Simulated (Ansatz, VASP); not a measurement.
**SiC (SiC strained to the junction's net) in two plane-wave programs**

Wanted: the spread between two codes on one cell, functional and k mesh. The cell is generated by rule, not measured, and may not be a known phase. The structure shown is the end of the Ansatz relaxation below.

Program: Ansatz 0.2.0. Level of theory: plane waves, with VASP 6.6.1 beside it; single point at PBE. Results are calculated unless marked as measured.

### Step 1. The starting structure

Symmetry: F-43m, No. 216, cubic system. The conventional cell has a = 4.377 Å, b = 4.377 Å, c = 4.377 Å, α = 90.00°, β = 90.00°, γ = 90.00°. Si has 4 C at 1.90 Å nearest. Nearest to C lie 4 Si at 1.90 Å. Farther neighbours are not listed. That group holds within 0.01 Å; judged at 0.001 Å it is R3m (No. 160).

### Step 2. Ansatz: relaxation, PBE

Ansatz runs on its default PAW (the set named soft_2) files.

This run makes the geometry at which the two programs are then compared.

input.yaml

```yaml
crystal:
  lattice:
    - [3.094, 0.0, 0.0]
    - [-1.547, 2.6794825993, 0.0]
    - [0.0, 0.0, 7.5917454282]
  atoms:
    - { symbol: Si, position: [0.0, 0.0, 0.0] }
    - { symbol: C, position: [0.0, 0.0, 0.25] }
    - { symbol: Si, position: [0.3333333333, 0.6666666667, 0.3333333333] }
    - { symbol: C, position: [0.3333333333, 0.6666666667, 0.5833333333] }
    - { symbol: Si, position: [0.6666666667, 0.3333333333, 0.6666666667] }
    - { symbol: C, position: [0.6666666667, 0.3333333333, 0.9166666667] }
kpoints:
  mp_grid: { grid: [12, 12, 4] }
scf:
  occupations: { method: fermi_dirac, width: 0.1 }
  max_iter: 150
hamiltonian:
  xc: pbe
relax:
  f_tol: 0.01
  max_steps: 40
  cell: { fix: [a, b, angles] }
```

Started as:

```sh
ansatz run input.yaml --threads 4 --pin off --max-ram 10240MiB --backend cpu --events-out ev --progress --plain --runs-dir out
```

Numbers of over 12 decimals in the logs are rounded to 6 here.

What it wrote:

```text
Engine: ansatz 0.2.0, aarch64-unknown-linux-gnu
Pseudopotentials: kind: paw
Pseudopotential: Si, paw, valence charge 4, recommended cutoff 420 eV (normal), Si.paw.azcp
Pseudopotential: C, paw, valence charge 4, recommended cutoff 420 eV (normal), C.paw.azcp
Functional definition: PBE
  parameter kappa = 0.804
  parameter beta = 0.066725
  exchange = pbe_x(kappa = kappa, mu = beta*pi^2/3)
  correlation = pbe_c(beta = beta)
Crystal: 6 atoms, lattice volume = 62.938 Å³
Basis set: ecut = 420 eV, 1225 PW (Γ), exchange–correlation on 48×48×108 points (8 copies of the dense FFT grid, shifted against one another)
Bands: 18, of which v1, the nominal top of the filled ones, is band 12 counted from 1 (11 counted from 0)
Symmetry: 18 space group operations
Space group: R3m (ITA 160), of the structure as read, at distance tolerance 4.0e-5 Å
k-points: 69 of 576 (time reversal used)
Non-local potential: Si, projectors of the file, l = 0: 2, l = 1: 2, l = 2: 2
Non-local potential: C, projectors of the file, l = 0: 2, l = 1: 2, l = 2: 1
PAW form: soft (Blöchl's): semilocal exchange-correlation on the pseudo side does not see the compensation charge
PAW one-centre angular grid: Si, 110 points (default); XC on 64 Gauss nodes
PAW one-centre angular grid: C, 110 points (default); XC on 64 Gauss nodes
Initial density: superposition of atomic densities (neutral atoms: chi_scale 0, normalization atom), corrected by the library's trained network
Initial wavefunctions: pseudopotential atomic-orbital guess
Functional: x = pbe(κ = 0.804, μ = 0.219515), c = pbe(β = 0.066725)
SCF iter   1: F=—  HF=-2661.480344 eV  |F-HF|=—  |Δ(HF+E_count)|=         —  Δρ=2.37e-3  dr2=3.75e-3  ethr=1.77e-3  ⟨swp⟩=5.7  Hψ=7159  notcnv=0
preconditioner: auto → none  [insulator: Δε(μ)=1.344 eV  Ē_g=11.863 eV  σ=0.100 eV  W_gap=1.00  n_scr=4 (ndim 8)  ℏωp=22.9 eV  f_vac=0.000  D(μ)=0.00/eV (n_scr^D=0)  ε∞_Penn≈4.7]
SCF iter   2: F=—  HF=-2661.480273 eV  |F-HF|=—  |Δ(HF+E_count)|=   7.14e-5  Δρ=5.54e-4  dr2=5.81e-5  ethr=1.56e-5  ⟨swp⟩=2.3  Hψ=2583  notcnv=0
SCF iter   3: F=—  HF=-2661.480439 eV  |F-HF|=—  |Δ(HF+E_count)|=   1.66e-4  Δρ=2.58e-4  dr2=1.19e-5  ethr=2.42e-7  ⟨swp⟩=2.7  Hψ=1972  notcnv=0
iter 4 did not close the SCF: its close was put off for the readings that it lacked (scf_convergence_deferred on its scf_iter line)
SCF iter   4: F=-2661.480485 eV  HF=-2661.480485 eV  |F-HF|=1.87e-7  |Δ(HF+E_count)|=   4.60e-5  Δρ=1.36e-5  dr2=5.18e-8  ethr=4.98e-8  ⟨swp⟩=2.0  Hψ=1946  notcnv=0
iter 5 did not close the SCF: its close was put off for the readings that it lacked (scf_convergence_deferred on its scf_iter line)
SCF iter   5: F=-2661.480485 eV  HF=-2661.480485 eV  |F-HF|=7.03e-10  |Δ(HF+E_count)|=   2.11e-7  Δρ=1.50e-6  dr2=9.52e-10  ethr=2.16e-10  ⟨swp⟩=2.0  Hψ=1963  notcnv=0
SCF iter   6: F=-2661.480485 eV  HF=-2661.480485 eV  |F-HF|=3.27e-11  |Δ(HF+E_count)|=  8.39e-10  Δρ=2.56e-7  dr2=2.47e-11  ethr=3.97e-12  ⟨swp⟩=1.3  Hψ=3472  notcnv=0
SCF 1 converged in 6 iterations: F = -2661.480485 eV  dr2 = 2.47e-11
  greatest PAW one-centre occupation: 0.643 electrons in one spin orbital (limit 2), on the C atom at site 5 (counted from 0), in its partial waves of l = 0
relax step   1: F+E_penalty+E_count = -2661.48048512 eV  Δ(F+E_penalty+E_count) = +0.000e0 eV  max|allowed force component| = 1.498e-2 eV/Å  Δτ_max = 0.0000 Å  P = +0.242 GPa  Ω = 62.938 Å³  fix = [a, b, alpha, beta, gamma]  reactions: a +0.543, b +0.543 GPa  (6 SCF iters, dr2 threshold 1.00e-7 eV, accepted)
[...]
relax step   2: F+E_penalty+E_count = -2661.48056660 eV  Δ(F+E_penalty+E_count) = -8.147e-5 eV  max|allowed force component| = 1.274e-2 eV/Å  Δτ_max = 0.0000 Å  P = +0.328 GPa  Ω = 62.913 Å³  energy of the carried Pulay correction = +4.494e-5 eV  fix = [a, b, alpha, beta, gamma]  reactions: a +0.561, b +0.561 GPa  (6 SCF iters, dr2 threshold 3.26e-7 eV, accepted)
[...]
relax step   3: F+E_penalty+E_count = -2661.48060254 eV  Δ(F+E_penalty+E_count) = -3.595e-5 eV  max|allowed force component| = 4.790e-3 eV/Å  Δτ_max = 0.0002 Å  P = +0.370 GPa  Ω = 62.901 Å³  energy of the carried Pulay correction = +6.657e-5 eV  fix = [a, b, alpha, beta, gamma]  reactions: a +0.557, b +0.557 GPa  (6 SCF iters, dr2 threshold 4.73e-8 eV, accepted)
[...]
relax step   4: F+E_penalty+E_count = -2661.48053031 eV  Δ(F+E_penalty+E_count) = +7.223e-5 eV  max|allowed force component| = 4.775e-3 eV/Å  Δτ_max = 0.0000 Å  P = +0.368 GPa  Ω = 62.901 Å³  fix = [a, b, alpha, beta, gamma]  reactions: a +0.557, b +0.557 GPa  stress off target by 9.71e-3 GPa on what of the cell is left free  SCF on the basis re-selected at this cell (its energy is not comparable with the rows above)  (8 SCF iters)
basis re-selected at this cell: Δ(F+E_penalty+E_count) = +7.223e-5 eV, ΔP = -0.002 GPa vs the last step (what re-selecting the basis moved, of the pressure what is left beyond the Pulay correction that the steps carried, after the strain that the cell walked since its last selection, with what the two solves' SCF thresholds leave and, on support functions, any second-order correction that the steps lacked; it is no m [...]
SCF converged after 8 iterations
Free energy (F): -2661.480530 eV
Harris-Foulkes:  -2661.480530 eV  (|F-HF|=9.09e-13)
Internal energy: -2661.480476 eV  (E = F + TS)
E sigma→0 (E₀):  -2661.480503 eV
Entropy (-TS):   -0.000055 eV (-0.009 meV/atom)
Fermi energy:    10.092972 eV
--- Per-component energies (eV) ---
  E_band       = 82.931465
  E_kinetic    = 405.028776
  E_local      = -315.632141  (includes V_loc(G=0)·N_el)
  E_nonlocal   = 155.055286
  E_hartree    = 96.558482
  E_xc         = -315.802953
  E_vxc        = -327.189392  (∫ρ·V_xc dr)
  E_paw        = -1836.087335  (= ΣΔE_a)
  E_vpaw       = -27.448063  (= ΣTr[D̂ρ^β])
  E_aug_tail   = 0.000034  (compensation charges beyond the density's cutoff)
  E_ewald      = -850.600625
  E_smearing   = -0.000055  (= −TS)
  E_closure    = 0.000000  (closes the sum)
  Σ components = -2661.480530   (vs F -2661.480530, Δ=0.00e0)
--- Forces (eV/Å), atoms counted from 1 ---
  atom   1  Si    -0.00000000     0.00000000     0.00477465
  atom   2  C      0.00000000    -0.00000000    -0.00477448
  atom   3  Si    -0.00000000     0.00000000     0.00477465
  atom   4  C     -0.00000000    -0.00000000    -0.00477448
  atom   5  Si     0.00000000     0.00000000     0.00477465
  atom   6  C     -0.00000000    -0.00000000    -0.00477448
  max |Σ_I F_I| component: 4.97e-7 eV/Å
--- Stress (GPa, compression-positive) ---
        0.556847       0.000000       0.000000
        0.000000       0.556847      -0.000000
        0.000000      -0.000000      -0.009706
  P = ⅓ Tr σ = 0.3680 GPa (3.680 kbar)
--- Relaxed structure (3 steps of the walk, 3 accepted, 1 SCFs on fresh bases) ---
  F+E_penalty+E_count = -2661.48053031 eV   max|allowed force component| = 4.775e-3 eV/Å   (the final SCF, on the basis selected at the relaxed cell)
  cell:  # Å, volume = 62.9007 Å³
    - [3.094000, 0, 0]
    - [-1.547000, 2.679483, 0]
    - [0, 0, 7.587241]
  atoms:
    - { symbol: Si, position: [0, 0, 1.8037800323040147e-5] }
    - { symbol: C, position: [0, 0, 0.249982] }
    - { symbol: Si, position: [0.333333, 0.666667, 0.333351] }
    - { symbol: C, position: [0.333333, 0.666667, 0.583315] }
    - { symbol: Si, position: [0.666667, 0.333333, 0.666685] }
    - { symbol: C, position: [0.666667, 0.333333, 0.916649] }
```

### Step 3. VASP: single point, PBE

The same cell, functional, mesh and smearing now go to VASP, with its own data sets.

Lines of VASP's logs that name or quote its potential files are left out, and so is its time.

INCAR

```
SYSTEM = SiC
PREC = Accurate
ENCUT = 600
EDIFF = 1E-06
NELM = 120
ISMEAR = -1
SIGMA = 0.1
LREAL = .FALSE.
ALGO = Normal
GGA = PE
NBANDS = 18
LORBIT = 11
LWAVE = .FALSE.
LCHARG = .FALSE.
ISIF = 2
LASPH = .TRUE.
GGA_COMPAT = .FALSE.
EFERMI = MIDGAP
KPAR = 2
```

POSCAR

```
SiC
1.0
    3.0940000000      0.0000000000      0.0000000000
   -1.5470000000      2.6794825993      0.0000000000
    0.0000000000      0.0000000000      7.5872412090
Si C
3 3
Direct
    0.0000000000      0.0000000000      0.0000180378
    0.3333333333      0.6666666667      0.3333513711
    0.6666666667      0.3333333333      0.6666847045
    0.0000000000      0.0000000000      0.2499819622
    0.3333333333      0.6666666667      0.5833152955
    0.6666666667      0.3333333333      0.9166486289
```

KPOINTS

```
Automatic mesh
0
Gamma
12 12 4
0 0 0
```

The projector-augmented-wave data sets are Si and C (PBE family, release 64).

Started as:

```sh
mpirun -np 2 vasp_std
```

What it wrote:

```text
[banner, memory and clock lines left out]
running    2 mpi-ranks, on    1 nodes
 distrk:  each k-point on    1 cores,    2 groups
 distr:  one band on    1 cores,    1 groups

 POSCAR found type information on POSCAR SiC
 POSCAR found :  2 types and       6 ions
 LDA part: xc-table for (Slater+PW92), standard interpolation
 POSCAR, INCAR and KPOINTS ok, starting setup
 FFT: planning ... GRIDC
 FFT: planning ... GRID_SOFT
 FFT: planning ... GRID
 WAVECAR not read
 entering main loop
       N       E                     dE             d eps       ncg     rms          rms(c)
DAV:   1     0.645029648938E+02    0.64503E+02   -0.12247E+04  2484   0.132E+03
DAV:   2    -0.455750054182E+02   -0.11008E+03   -0.10580E+03  3208   0.211E+02
DAV:   3    -0.505965626378E+02   -0.50216E+01   -0.50078E+01  3316   0.454E+01
DAV:   4    -0.506393327691E+02   -0.42770E-01   -0.42728E-01  3486   0.468E+00
DAV:   5    -0.506398249819E+02   -0.49221E-03   -0.49206E-03  3314   0.468E-01    0.150E+01
DAV:   6    -0.453301166935E+02    0.53097E+01   -0.17448E+01  3104   0.207E+01    0.666E+00
DAV:   7    -0.452104604910E+02    0.11966E+00   -0.14343E+00  3512   0.637E+00    0.295E+00
DAV:   8    -0.451877209474E+02    0.22740E-01   -0.77915E-02  2876   0.167E+00    0.756E-01
DAV:   9    -0.451864098174E+02    0.13111E-02   -0.11619E-02  3128   0.666E-01    0.144E-01
DAV:  10    -0.451867813807E+02   -0.37156E-03   -0.91194E-04  3224   0.183E-01    0.610E-02
DAV:  11    -0.451868134141E+02   -0.32033E-04   -0.14654E-04  3138   0.808E-02    0.128E-02
DAV:  12    -0.451868153051E+02   -0.18910E-05   -0.52550E-06  3094   0.150E-02    0.372E-03
DAV:  13    -0.451868157742E+02   -0.46913E-06   -0.19418E-07  1852   0.317E-03
   1 F= -.45186816E+02 E0= -.45186788E+02  d E =-.550543E-04
```

Parts of OUTCAR (step 3):

```text
ion  position               nearest neighbor table
   1  0.000  0.000  0.000-   6 1.90   6 1.90   6 1.90   4 1.90   3 3.10   2 3.10   3 3.10   2 3.10
                             3 3.10   2 3.10
   2  0.333  0.667  0.333-   4 1.90   4 1.90   4 1.90   5 1.90   1 3.10   1 3.10   1 3.10   3 3.10
                             3 3.10   3 3.10
   3  0.667  0.333  0.667-   5 1.90   5 1.90   5 1.90   6 1.90   1 3.10   1 3.10   1 3.10   2 3.10
                             2 3.10   2 3.10
   4  0.000  0.000  0.250-   2 1.90   2 1.90   2 1.90   1 1.90
   5  0.333  0.667  0.583-   3 1.90   3 1.90   3 1.90   2 1.90
   6  0.667  0.333  0.917-   1 1.90   1 1.90   1 1.90   3 1.90

  LATTYP: Found a hexagonal cell.
 ALAT       =     3.0940000000
 C/A-ratio  =     2.4522434418

 Subroutine GETGRP returns: Found  6 space group operations
 (whereof  6 operations were pure point group operations)

The static configuration has the point symmetry C_3v.

 Found     69 irreducible k-points:

   k-points           NKPTS =     69   k-points in BZ     NKDIM =     69   number of bands    NBANDS=     18

   dimension x,y,z NGX =    28 NGY =   28 NGZ =   64
   dimension x,y,z NGXF=    56 NGYF=   56 NGZF=  128

   ENCUT  =  600.0 eV  44.10 Ry    6.64 a.u.   6.18  6.18 15.15*2*pi/ulx,y,z

   NELECT =      24.0000    total number of electrons

 k-points in reciprocal lattice and weights: Automatic mesh
   0.00000000  0.00000000  0.00000000       0.002
   0.08333333  0.00000000  0.00000000       0.010
   0.16666667  0.00000000  0.00000000       0.010
   0.25000000  0.00000000  0.00000000       0.010
   0.33333333  0.00000000  0.00000000       0.010
   0.41666667  0.00000000  0.00000000       0.010
   0.50000000  0.00000000  0.00000000       0.005
   0.08333333  0.08333333  0.00000000       0.010
   0.16666667  0.08333333  0.00000000       0.021
[...]
0.33333333  0.25000000  0.50000000       0.021
   0.33333333  0.33333333  0.50000000       0.003

 average (electrostatic) potential at core
       1 -80.5559       2 -80.5559       3 -80.5559       4 -44.9734       5 -44.9734
       6 -44.9734

 E-fermi :   8.7366

 k-point     1 :       0.0000    0.0000    0.0000
  band No.  band energies     occupation
    ...
      8       7.1240      2.00000
      9       7.1240      2.00000
     10       7.9529      1.99921
     11       7.9614      1.99914
     12       7.9614      1.99914
     13      13.5431      0.00000
     14      13.5431      0.00000
     15      14.0372      0.00000
     16      15.1597      0.00000
     17      15.1839      0.00000
    ...

 k-point     2 :       0.0833    0.0000    0.0000
  band No.  band energies     occupation
    ...
      8       6.8383      2.00000
      9       7.2507      2.00000
     10       7.3613      2.00000
     11       7.8039      1.99982
     12       7.8855      1.99960
     13      13.6565      0.00000
     14      13.9415      0.00000
     15      14.2973      0.00000
     16      15.0870      0.00000
     17      15.1748      0.00000
    ...

 k-point     3 :       0.1667    0.0000    0.0000
  band No.  band energies     occupation
    ...
      8       5.9839      2.00000
      9       6.1579      2.00000
     10       7.0903      2.00000
     11       7.4198      2.00000
     12       7.6702      1.99995
     13      12.7399      0.00000
     14      14.0567      0.00000
     15      14.3379      0.00000
     16      15.1361      0.00000
     17      15.6647      0.00000
    ...

  Total        0.1459207      0.1459207     -0.0774093     -0.0000000      0.0000000      0.0000000
  in kB        3.7168281      3.7168281     -1.9717360     -0.0000000      0.0000000      0.0000000
  external PRESSURE =       1.8206401 kB  Pullay stress =       0.0000000 kB

  energy-cutoff  :      600.00
  volume of cell :       62.90
      direct lattice vectors                 reciprocal lattice vectors
     3.094000000  0.000000000  0.000000000     0.323206206  0.186603190  0.000000000
    -1.547000000  2.679482599  0.000000000     0.000000000  0.373206380  0.000000000
     0.000000000  0.000000000  7.587241209     0.000000000  0.000000000  0.131800212

 POSITION                                       TOTAL-FORCE (eV/Angst)
 -----------------------------------------------------------------------------------
      0.00000      0.00000      0.00014        -0.000000     -0.000000      0.004766
     -0.00000      1.78632      2.52922         0.000000      0.000000      0.004766
      1.54700      0.89316      5.05830        -0.000000      0.000000      0.004766
      0.00000      0.00000      1.89667         0.000000      0.000000     -0.004766
     -0.00000      1.78632      4.42575         0.000000      0.000000     -0.004766
      1.54700      0.89316      6.95483         0.000000     -0.000000     -0.004766
 -----------------------------------------------------------------------------------
    total drift:                                0.000000     -0.000000     -0.000014

  FREE ENERGIE OF THE ION-ELECTRON SYSTEM (eV)
  ---------------------------------------------------
  free  energy   TOTEN  =       -45.1868157742 eV

  energy  without entropy=      -45.1867607199  energy(sigma->0) =      -45.18678825

 total charge
# of ion       s       p       d       tot
------------------------------------------
    1        0.706   0.962   0.000   1.668
    2        0.706   0.962   0.000   1.668
    3        0.706   0.962   0.000   1.668
    4        0.834   1.697   0.000   2.531
    5        0.834   1.697   0.000   2.531
    6        0.834   1.697   0.000   2.531
--------------------------------------------------
tot          4.622   7.977   0.000  12.599

[... 3 further parts left out ...]
```

The run ends at a pressure of 0.18 GPa, with forces up to 0.0048 eV/Å.

### Step 4. Side by side

Known differences besides the potentials themselves: the cutoff is 420 eV in Ansatz and 600 eV in VASP; Ansatz's pressure holds a Pulay correction, VASP's none. Total energies have different zeros and are not compared.

Compared:

```csv
quantity,Ansatz,VASP,difference
pressure (GPa),0.37,0.18,+0.19
gap on the k mesh (eV),1.369,1.367,+0.002
```

A gap on the mesh is an upper bound, since the band edges may lie between its points.

### Step 5. Outcome

```json
{
 "difference in gap on the k mesh (single point, PBE)": "0.0017 eV"
}
```

**Reading.** The difference in gap on the k mesh is 0.0017 eV (single point, PBE), within the 0.08 eV picked in this series as the mark of a large difference. 1 further run of this series is not shown here. Such differences can come from data sets, numerical settings and the points named under the comparisons, not from the functional's error against experiment.

[Lines on the potential files, build, host, timing and source positions are cut from VASP's logs without a mark.]

[Logs are printed without paths, hosts, clocks, repeated set-up lines and the standing remarks that a program may print on its own settings, such as how far it seeks lower states.]

[Hosts, paths, dates, database ids (printed as entryN), source tags and the programs' standing remarks are cut or masked in the printed files.]
